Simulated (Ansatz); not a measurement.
Level of theory: DFT PBE, scalar-relativistic, plane waves, PAW in Ansatz. Settings: cutoff 420 eV, Γ-centred meshes spaced at most about 0.3 Å⁻¹, and about 0.25 Å⁻¹ or finer for metals (2π included), Gaussian smearing. No spin polarisation.

These are static total energies at zero pressure.

Two relaxed structures of AlAs₄:

A.

```
Al As
1.0
     5.34759    0.00000    0.00000
     0.00000    5.38133    0.00000
    -1.55401    0.00000    7.59281
Al As
2 8
Direct
  0.00000 0.50000 0.50000
  0.00000 0.00000 0.00000
  0.78846 0.31167 0.75379
  0.37261 0.15275 0.58137
  0.21154 0.68833 0.24621
  0.62739 0.84725 0.41863
  0.78846 0.18833 0.25379
  0.37261 0.34725 0.08137
  0.21154 0.81167 0.74621
  0.62739 0.65275 0.91863
```

B.

```
Al As
1.0
     3.84311    0.00000    0.00000
    -1.92155    3.32823    0.00000
     0.00000    0.00000   20.40225
Al As
2 8
Direct
  0.33333 0.66667 0.04289
  0.66667 0.33333 0.95711
  0.66667 0.33333 0.08913
  0.33333 0.66667 0.91087
  0.00000 0.00000 0.26597
  0.33333 0.66667 0.33050
  0.66667 0.33333 0.46785
  0.33333 0.66667 0.53215
  0.00000 0.00000 0.73403
  0.66667 0.33333 0.66950
```

Question: Which form is favoured at zero pressure, and by what margin per atom?

Answer: B is lower, by 42 meV/atom. A has space group P2_1/c (No. 14), 21.8 Å³/atom and no gap on its mesh; B has space group P-3m1 (No. 164), 26.1 Å³/atom and no gap. Counting As atoms around Al (those within 1.25 times the shortest such distance or 1.15 times the sum of covalent radii, 1.27 where that leaves under three; a plus sign parts nearer from farther groups), A has Al 6 and B has Al 3+1. A and B both hold As–As nets. In A, Al is surrounded by 6 As at 2.62–2.71 Å; As on its first site is surrounded by 2 As at 2.49–2.50 Å and 2 Al at 2.62–2.66 Å; As on its second site has 3 As at 2.49–2.62 Å and 1 Al at 2.71 Å. In B, Al has 3 As at 2.41 Å, 1 As at 2.69 Å and 3 Al at 2.83 Å; As on its first site has 3 Al at 2.41 Å and 1 Al at 2.69 Å; As on its second site is surrounded by 3 As at 2.58 Å; 2 more sites not described. Both come from invented guesses.

Weakly bound directions are ill-defined at this level, which has no dispersion term (P-3m1), and this can change margins and order among such cells. Cells relaxed within their symmetry can be saddle points.
